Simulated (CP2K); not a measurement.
Runs of CP2K 2026.2 on WS2 (Tungstenite). Symmetry: P6_3/mmc, No. 194, hexagonal system. The conventional cell has a = 3.180 Å, b = 3.180 Å, c = 12.500 Å, α = 90.00°, β = 90.00°, γ = 120.00°. W (site symmetry -6m2) has 6 S at 2.41 Å as nearest neighbours. S (site symmetry 3m) is surrounded by 3 W at 2.41 Å. 

```tsv
level	potentials or basis	smearing	EPS_DEFAULT	NGRIDS	points a segment of the path (NPOINTS)	bands added on the path	CUTOFF of the grids	gap on the mesh (eV)	pressure (GPa)	largest force (eV/Å)
PBE	POTENTIAL_UZH W GTH-PBE-q14, S GTH-PBE-q6; TZVP-MOLOPT-PBE-GTH basis	fermi-dirac 0.01 eV	1.0E-10	4	6	4	450 Ry	1.12	1.7	0.08
r2SCAN	POTENTIAL_UZH W GTH-SCAN-q14, S GTH-SCAN-q6; TZVP-MOLOPT-SCAN-GTH basis	fermi-dirac 0.0259 eV	1.0E-10	5	6	6	675 Ry	1.27	(c)	0.23
PBEsol	POTENTIAL_UZH W GTH-PBE-q14, S GTH-PBE-q6; TZVP-MOLOPT-PBE-GTH basis	fermi-dirac 0.05 eV	1.0E-9	4	10	4	450 Ry	1.07	-2.2	0.07
TB-mBJ	POTENTIAL_UZH W GTH-PBE-q14, S GTH-PBE-q6; TZVP-MOLOPT-PBE-GTH basis	fermi-dirac 0.1 eV	1.0E-9	5	10	6	675 Ry	1.22	-	-
LDA	GTH_POTENTIALS W GTH-PADE-q14, S GTH-PADE-q6; TZVP-MOLOPT-PBE-GTH basis	fermi-dirac 0.05 eV	1.0E-10	4	6	2	450 Ry	(b)	-15.2	(a)
```

Alike in all rows: task band structure; no spin polarisation; cell as given; k mesh 10 × 10 × 3.

**Question.** Fill in the values left out.

**Answer.** (a) 0.63; (b) 0.88; (c) -1.0.

Caveats: spin-orbit coupling is left out, which moves the levels of the heavy elements; the basis of atomic orbitals isn't converged, which shifts pressures, moduli and gaps; this functional lacks dispersion, which binds the layers, so the pressure and a relaxed spacing across them are unreliable (some runs); the potentials were made for another functional, which shifts forces and pressure (some runs); this is a model potential without an energy functional, so only levels have meaning (some runs); so large a pressure means that the cell lies far from this level's equilibrium, or that cutoff or potentials fall short (some runs).

A k mesh can miss the band edges, and the runs leave out spin-orbit coupling on W.

Not every run made on this cell is shown here.
